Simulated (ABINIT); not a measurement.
# MgS (P6_3mc) in ABINIT: reference runs, part 2 of 2

ABINIT 10.8.3 (patched build).

### Step 3. Equation of state, PBEsol

Input file run.abi:

```
# Datasets: one volume each
ndtset 7
scalecart1 3*0.9795861087
scalecart2 3*0.9864848297
scalecart3 3*0.9932883884
scalecart4 3*1.0000000000
scalecart5 3*1.0066227096
scalecart6 3*1.0131594038
scalecart7 3*1.0196128224

# Pseudopotentials
pp_dirpath "./"
pseudos "S.upf, Mg.upf"

# Structure
acell 7.6243313651 7.6243313652 12.1552743532
rprim
     1.0000000000     0.0000000000     0.0000000000
    -0.5000000000     0.8660254038     0.0000000000
     0.0000000000     0.0000000000     1.0000000000
ntypat 2
znucl 16 12
natom 4
typat 1 1 2 2
xred
     0.6666666667     0.3333333333     0.8792441500
     0.3333333333     0.6666666667     0.3792441500
     0.3333333333     0.6666666667     0.9957548500
     0.6666666667     0.3333333333     0.4957548500

# Plane-wave basis
ecut 42.0

# k points
kptopt 1
ngkpt 8 8 4
nshiftk 1
shiftk 0.0 0.0 0.0

# Exchange and correlation
ixc -116133

# Bands and occupations
nband 20
occopt 3
tsmear 0.05 eV

# SCF cycle
nstep 100
tolvrs 1.0e-10

# Output
iomode 3
prtwf 0
prtden 0
prteig 0
prtebands 0
enunit 2
```

Potentials or basis: PseudoDojo NC SR PBEsol v0.4.1 standard.

Run with:

```sh
$ mpirun --bind-to none -np 4 abinit run.abi > log 2>&1
```

run.abo:

```text
.Version 10.8.3 of ABINIT
 DATASET    1 : space group P6_3 m c (#186); Bravais hP (primitive hexag.)
================================================================================
 Values of the parameters that define the memory need for DATASET  1.
     intxc =       0    ionmov =       0      iscf =       7    lmnmax =       6
     lnmax =       6     mgfft =      72  mpssoang =       3    mqgrid =    3474
     natom =       4  nloc_mem =       1    nspden =       1   nspinor =       1
    nsppol =       1      nsym =      12    n1xccc =    2501    ntypat =       2
    occopt =       3   xclevel =       2
       mpw =        7504          nfft =      145800          nkpt =          30
================================================================================
================================================================================
[... 61 lines left out ...]
 DATASET    7 : space group P6_3 m c (#186); Bravais hP (primitive hexag.)
================================================================================
 Values of the parameters that define the memory need for DATASET  7.
     intxc =       0    ionmov =       0      iscf =       7    lmnmax =       6
     lnmax =       6     mgfft =      75  mpssoang =       3    mqgrid =    3616
     natom =       4  nloc_mem =       1    nspden =       1   nspinor =       1
    nsppol =       1      nsym =      12    n1xccc =    2501    ntypat =       2
    occopt =       3   xclevel =       2
       mpw =        8455          nfft =      172800          nkpt =          30
================================================================================
================================================================================

--------------------------------------------------------------------------------
------------- Echo of variables that govern the present computation ------------
--------------------------------------------------------------------------------
 -outvars: echo values of preprocessed input variables --------
            acell      7.6243313651E+00  7.6243313652E+00  1.2155274353E+01 Bohr
              amu      3.20660000E+01  2.43050000E+01
             ecut      4.20000000E+01 Hartree
           enunit           2
              ixc     -116133
           jdtset        1    2    3    4    5    6    7
         kptrlatt        8    0    0      0    8    0      0    0    4
          kptrlen1     4.76285516E+01
          kptrlen2     4.79639750E+01
          kptrlen3     4.82947715E+01
          kptrlen4     4.86210974E+01
          kptrlen5     4.89431008E+01
          kptrlen6     4.92609221E+01
          kptrlen7     4.95746944E+01
            natom           4
            nband          20
           ndtset           7
            ngfft1         45      45      72
            ngfft2         45      45      72
            ngfft3         48      48      72
            ngfft4         48      48      72
            ngfft5         48      48      72
            ngfft6         48      48      72
            ngfft7         48      48      75
             nkpt          30
            nstep         100
             nsym          12
           ntypat           2
           occopt           3
           prtden           0
        prtebands           0
           prteig           0
            prtwf           0
            rprim1     9.7958610870E-01  0.0000000000E+00  0.0000000000E+00
                      -4.8979305435E-01  8.4834645534E-01  0.0000000000E+00
                       0.0000000000E+00  0.0000000000E+00  9.7958610870E-01
            rprim2     9.8648482970E-01  0.0000000000E+00  0.0000000000E+00
[... 29 lines left out ...]
           xangst3     2.0037717928E+00  1.1568781840E+00  5.6175991229E+00
                      -1.7521056758E-11  2.3137563680E+00  2.4230375652E+00
                      -1.7521056758E-11  2.3137563680E+00  6.3620003294E+00
                       2.0037717928E+00  1.1568781840E+00  3.1674387717E+00
           xangst4     2.0173112020E+00  1.1646951656E+00  5.6555570250E+00
                      -1.7639181869E-11  2.3293903311E+00  2.4394099372E+00
                      -1.7639181869E-11  2.3293903311E+00  6.4049881220E+00
                       2.0173112020E+00  1.1646951656E+00  3.1888410342E+00
           xangst5     2.0306712683E+00  1.1724086034E+00  5.6930121368E+00
[... 24 lines left out ...]
                      -3.3333222818E-11  4.4019097662E+00  4.6098166901E+00
                      -3.3333222818E-11  4.4019097662E+00  1.2103673390E+01
                       3.8121656825E+00  2.2009548831E+00  6.0260362137E+00
            xcart5     3.8374125488E+00  2.2155311681E+00  1.0758233770E+01
                      -3.3553930484E-11  4.4310623362E+00  4.6403461673E+00
                      -3.3553930484E-11  4.4310623362E+00  1.2183832504E+01
                       3.8374125488E+00  2.2155311681E+00  6.0659449016E+00
            xcart6     3.8623315101E+00  2.2299181371E+00  1.0828094388E+01
                      -3.3772683255E-11  4.4598362743E+00  4.6704791294E+00
                      -3.3772683255E-11  4.4598362743E+00  1.2262950516E+01
                       3.8623315101E+00  2.2299181371E+00  6.1053352575E+00
            xcart7     3.8869330110E+00  2.2441218203E+00  1.0897065001E+01
                      -3.3987352389E-11  4.4882436406E+00  4.7002282061E+00
                      -3.3987352389E-11  4.4882436406E+00  1.2341060587E+01
                       3.8869330110E+00  2.2441218203E+00  6.1442237917E+00
             xred      6.6666666667E-01  3.3333333333E-01  8.7924415000E-01
                       3.3333333333E-01  6.6666666667E-01  3.7924415000E-01
                       3.3333333333E-01  6.6666666667E-01  9.9575485000E-01
                       6.6666666667E-01  3.3333333333E-01  4.9575485000E-01
            znucl       16.00000   12.00000

================================================================================

 chkinp: Checking input parameters for consistency, jdtset=   1.

 chkinp: Checking input parameters for consistency, jdtset=   2.
[... 37 lines left out ...]
- pspini: atom type   2  psp file is ./Mg.upf
12 -116133 1 -1 1510                          pspcod,pspxc,lmax,lloc,mmax
     nproj     2     2     0

   1.14564319E+03                                ecore*ucvol(ha*bohr**3)
--------------------------------------------------------------------------------

================================================================================

--- !BeginCycle
iteration_state: {dtset: 1, }
solver: {iscf: 7, nstep: 100, nline: 4, wfoptalg: 0, }
tolerances: {tolvrs: 1.00E-10, }
...
[... 1234 lines left out ...]
-Cartesian components of stress tensor (GPa)         [Pressure= -3.2245E+00 GPa]
- sigma(1 1)=  3.18803848E+00  sigma(3 2)=  0.00000000E+00
- sigma(2 2)=  3.18803848E+00  sigma(3 1)=  0.00000000E+00
- sigma(3 3)=  3.29730276E+00  sigma(2 1)=  6.30797967E-10

== END DATASET(S) ==============================================================
================================================================================

 -outvars: echo values of variables after computation  --------
            acell      7.6243313651E+00  7.6243313652E+00  1.2155274353E+01 Bohr
           etotal1    -1.4085072305E+02
           etotal2    -1.4085194600E+02
           etotal3    -1.4085258959E+02
           etotal4    -1.4085271432E+02
           etotal5    -1.4085236812E+02
           etotal6    -1.4085159649E+02
           etotal7    -1.4085044339E+02
            fcart1    -7.2104895236E-29 -4.1629780674E-29 -7.8773760325E-04
                      -3.6052447618E-28 -2.0814890337E-28 -7.8773760325E-04
                      -7.2104895236E-29 -4.1629780674E-29  7.8773760325E-04
                       5.0473426665E-28  2.9140846472E-28  7.8773760325E-04
            fcart2    -2.8640259481E-28 -1.6535461521E-28 -8.4391634766E-04
                       2.8640259481E-28  1.6535461521E-28 -8.4391634766E-04
                      -0.0000000000E+00 -0.0000000000E+00  8.4391634766E-04
                      -0.0000000000E+00 -0.0000000000E+00  8.4391634766E-04
            fcart3    -1.4222043581E-28 -8.2111006899E-29 -8.8917712572E-04
                      -1.4222043581E-28 -8.2111006899E-29 -8.8917712572E-04
[... 66 lines left out ...]
                      -1.7639181869E-11  2.3293903311E+00  2.4394099372E+00
                      -1.7639181869E-11  2.3293903311E+00  6.4049881220E+00
                       2.0173112020E+00  1.1646951656E+00  3.1888410342E+00
           xangst5     2.0306712683E+00  1.1724086034E+00  5.6930121368E+00
                      -1.7755975336E-11  2.3448172068E+00  2.4555654408E+00
                      -1.7755975336E-11  2.3448172068E+00  6.4474064983E+00
                       2.0306712683E+00  1.1724086034E+00  3.2099598023E+00
           xangst6     2.0438578147E+00  1.1800218596E+00  5.7299807836E+00
                      -1.7871734317E-11  2.3600437191E+00  2.4715111176E+00
                      -1.7871734317E-11  2.3600437191E+00  6.4892739470E+00
                       2.0438578147E+00  1.1800218596E+00  3.2308042810E+00
           xangst7     2.0568763683E+00  1.1875381250E+00  5.7664784605E+00
                      -1.7985332331E-11  2.3750762500E+00  2.4872536510E+00
                      -1.7985332331E-11  2.3750762500E+00  6.5306080165E+00
                       2.0568763683E+00  1.1875381250E+00  3.2513832071E+00
             xred      6.6666666667E-01  3.3333333333E-01  8.7924415000E-01
                       3.3333333333E-01  6.6666666667E-01  3.7924415000E-01
                       3.3333333333E-01  6.6666666667E-01  9.9575485000E-01
                       6.6666666667E-01  3.3333333333E-01  4.9575485000E-01
 Calculation completed.
```

Wall time 4.8 min (4 MPI ranks of Intel Xeon Platinum 8488C (Sapphire Rapids), shared host); peak memory 0.64 GiB.

Results:

```
Equilibrium volume                        : 22.56 Å³/atom
Bulk modulus at fixed shape and positions : 58 GPa
Pressure derivative of the bulk modulus   : 4.1
```

Energy against volume, from the lowest point:
```
volume (Å³/atom)  energy (meV/atom)
          21.309              13.55
          21.763               5.23
          22.216               0.85
          22.670               0.00
          23.123               2.36
          23.576               7.60
          24.030              15.45
```

Caveat: pressures at fixed basis lie under the slope of the energies; the cell was scaled at fixed shape and fractional positions, which overstates the stiffness of a crystal with free parameters, most of all of layers and chains.

### Step 4. Single point, PBEsol (atoms moved at random, drawn with an rms of 0.05 Å)

Input file run.abi:

```
# Pseudopotentials
pp_dirpath "./"
pseudos "S.upf, Mg.upf"

# Structure
acell 3*1.0 Angstrom
rprim
     4.0346224068     0.0000000000     0.0000000000
    -2.0173112034     3.4940854990     0.0000000000
     0.0000000000     0.0000000000     6.4322941800
ntypat 2
znucl 16 12
natom 4
typat 1 1 2 2
xred
     0.6617040000     0.3374660000     0.8723450000
     0.3364140000     0.6649440000     0.3715030000
     0.3340580000     0.6686330000     0.9975070000
     0.6644550000     0.3253470000     0.5008510000
chkprim 0
chksymtnons 0
tolsym 1.0e-6

# Plane-wave basis
ecut 42.0

# k points
kptopt 1
ngkpt 8 8 4
nshiftk 1
shiftk 0.0 0.0 0.0

# Exchange and correlation
ixc -116133

# Bands and occupations
nband 20
occopt 3
tsmear 0.00183747

# SCF cycle
nstep 100
tolvrs 1.0e-10

# Output
iomode 3
prtwf 0
prtden 0
prteig 0
prtebands 0
enunit 2
```

Potentials or basis: PseudoDojo NC SR PBEsol v0.4.1 standard.

Run with:

```sh
$ mpirun --bind-to none -np 4 abinit run.abi > log 2>&1
```

run.abo:

```text
.Version 10.8.3 of ABINIT
 Symmetries : space group P1 (#  1); Bravais aP (primitive triclinic)
================================================================================
 Values of the parameters that define the memory need of the present run
     intxc =       0    ionmov =       0      iscf =       7    lmnmax =       6
     lnmax =       6     mgfft =      72  mpssoang =       3    mqgrid =    3547
     natom =       4  nloc_mem =       1    nspden =       1   nspinor =       1
    nsppol =       1      nsym =       1    n1xccc =    2501    ntypat =       2
    occopt =       3   xclevel =       2
       mpw =        7982          nfft =      165888          nkpt =         132
================================================================================
================================================================================

--------------------------------------------------------------------------------
------------- Echo of variables that govern the present computation ------------
--------------------------------------------------------------------------------
 -outvars: echo values of preprocessed input variables --------
            acell      1.8897261259E+00  1.8897261259E+00  1.8897261259E+00 Bohr
              amu      3.20660000E+01  2.43050000E+01
          chkprim           0
      chksymtnons           0
             ecut      4.20000000E+01 Hartree
           enunit           2
                       outvar_i_n : Printing only first  50 k-points.
              ixc     -116133
[... 213 lines left out ...]
total_energy        : -1.40851827103226E+02
total_energy_eV     : -3.83277347075802E+03
band_energy         : -2.90836419286502E+01
...

 Cartesian components of stress tensor (hartree/bohr^3)
  sigma(1 1)=  3.62201287E-05  sigma(3 2)= -6.80815943E-06
  sigma(2 2)=  3.16113476E-05  sigma(3 1)=  4.46131671E-06
  sigma(3 3)= -5.32377099E-05  sigma(2 1)=  1.23345212E-05

-Cartesian components of stress tensor (GPa)         [Pressure= -1.4312E-01 GPa]
- sigma(1 1)=  1.06563298E+00  sigma(3 2)= -2.00302966E-01
- sigma(2 2)=  9.30037955E-01  sigma(3 1)=  1.31256469E-01
- sigma(3 3)= -1.56630750E+00  sigma(2 1)=  3.62894141E-01

== END DATASET(S) ==============================================================
================================================================================

 -outvars: echo values of variables after computation  --------
            acell      1.8897261259E+00  1.8897261259E+00  1.8897261259E+00 Bohr
           etotal     -1.4085182710E+02
            fcart      3.0347297121E-03 -1.0672152801E-03  6.5556745709E-03
                      -1.0199780930E-03 -1.9463616050E-03  6.5756261358E-03
                      -2.6589303649E-03  7.4376045344E-04 -4.5546058998E-03
                       6.4417874578E-04  2.2698164316E-03 -8.5766948069E-03
            rprim      4.0346224068E+00  0.0000000000E+00  0.0000000000E+00
                      -2.0173112034E+00  3.4940854990E+00  0.0000000000E+00
                       0.0000000000E+00  0.0000000000E+00  6.4322941800E+00
           strten      3.6220128742E-05  3.1611347557E-05 -5.3237709934E-05
                      -6.8081594253E-06  4.4613167081E-06  1.2334521151E-05
           xangst      1.9889518425E+00  1.1791350570E+00  5.6111796665E+00
                       1.5904481528E-02  2.3233711880E+00  2.3896165848E+00
                      -1.0429498922E-03  2.3362608695E+00  6.4162584706E+00
                       2.0244988832E+00  1.1367902348E+00  3.2216209723E+00
             xred      6.6170400000E-01  3.3746600000E-01  8.7234500000E-01
                       3.3641400000E-01  6.6494400000E-01  3.7150300000E-01
                       3.3405800000E-01  6.6863300000E-01  9.9750700000E-01
                       6.6445500000E-01  3.2534700000E-01  5.0085100000E-01
 Calculation completed.
```

Run time: 3.1 min. Hardware: 4 MPI ranks of Intel Xeon Platinum 8488C (Sapphire Rapids), shared host; peak memory 0.72 GiB.

What came out:

```
Free energy                                           : -3832.7735 eV
Pressure                                              : -0.1 GPa
Largest force                                         : 0.457 eV/Å
Band gap on the k mesh                                : 3.35 eV, direct
Valence electrons inside the program's atomic spheres : S 3.96; Mg 8.31
```

Forces in eV/Å, atoms in the order of the input:
```
S    0.156 -0.055  0.337
S   -0.052 -0.100  0.338
Mg  -0.137  0.038 -0.234
Mg   0.033  0.117 -0.441
```

Levels at points of the mesh, in eV from the valence-band top:
```csv
k point,band 14,band 15,band 16,band 17,band 18,band 19
"(0.00, 0.00, 0.00)",-0.04,-0.01,0.00,3.35,4.66,7.46
"(0.50, 0.00, 0.00)",-1.16,-0.91,-0.36,4.68,5.07,5.71
"(0.00, 0.50, 0.00)",-1.14,-0.92,-0.33,4.70,5.09,5.73
"(0.50, 0.50, 0.00)",-1.13,-1.00,-0.33,4.68,5.20,5.80
"(0.00, 0.00, 0.50)",-0.26,-0.23,-0.18,4.82,4.87,7.54
"(0.50, 0.00, 0.50)",-0.81,-0.78,-0.74,4.58,4.59,6.29
"(0.00, 0.50, 0.50)",-0.80,-0.77,-0.71,4.57,4.58,6.29
"(0.50, 0.50, 0.50)",-0.78,-0.75,-0.74,4.53,4.53,6.31
```

### Step 5. Summary

```tsv
task	cell	gap on the mesh (eV)	pressure (GPa)	largest force (eV/Å)
single point	as given	3.26	-0.3	0.05
equation of state	as given	-	-	-
single point	atoms moved at random, drawn with an rms of 0.05 Å	3.35	-0.1	0.46
```

Alike in all rows: level PBEsol; potentials or basis PseudoDojo NC SR PBEsol v0.4.1 standard; no spin polarisation; k mesh 8 × 8 × 4; cutoff (eV) 1143; smearing fermi-dirac 0.05 eV.

Caveats: pressures at fixed basis lie under the slope of the energies (some runs); the cell was scaled at fixed shape and fractional positions, which overstates the stiffness of a crystal with free parameters, most of all of layers and chains (some runs).

Total energies depend on the potentials used, so only differences within one code and one set of settings carry meaning.
